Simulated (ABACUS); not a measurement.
The system is Ge.

```
Ge
1.0
     0.00000    2.82891    2.82891
     2.82891    0.00000    2.82891
     2.82891    2.82891    0.00000
Ge
2
Direct
  0.75000 0.75000 0.75000
  0.50000 0.50000 0.50000
```

Base run:

```yaml
Program: ABACUS 3.10.1
Functional: PBEsol
Potentials_or_basis: PseudoDojo NC SR 0.4.1 PBE standard
Cutoff: 1361 eV
Density_cutoff: 5442 eV
Basis: DZP LCAO (the cutoffs set its grid)
k_mesh: 7 × 7 × 7
Occupations: fermi-dirac, width 0.05 eV
Spin: no spin polarisation
```

Its results: band gap on the k mesh 0.10 eV, direct; pressure 1.6 GPa.

Question: After a change of settings the same cell gave: band gap on the k mesh none (metal or under the smearing width); pressure 7.4 GPa. Which change was it?
A. functional from PBEsol to LDA; potentials or basis from PseudoDojo NC SR 0.4.1 PBE standard to PseudoDojo NC SR 0.4.1 LDA standard
B. functional from PBEsol to BLYP; potentials or basis from PseudoDojo NC SR 0.4.1 PBE standard to SG15 ONCV 1.2 PBE
C. functional from PBEsol to PBE; k mesh from 7 × 7 × 7 to 8 × 8 × 8

Answer: B.

Caveats: the atomic orbitals were generated for these runs and aren't a published set; the potentials were made for another functional, which shifts forces and pressure; the basis of atomic orbitals isn't converged, which shifts pressures, moduli and gaps; an odd mesh through Γ misses points on the zone boundary, where band edges often lie (some runs).

Not every run made on this cell is shown here.
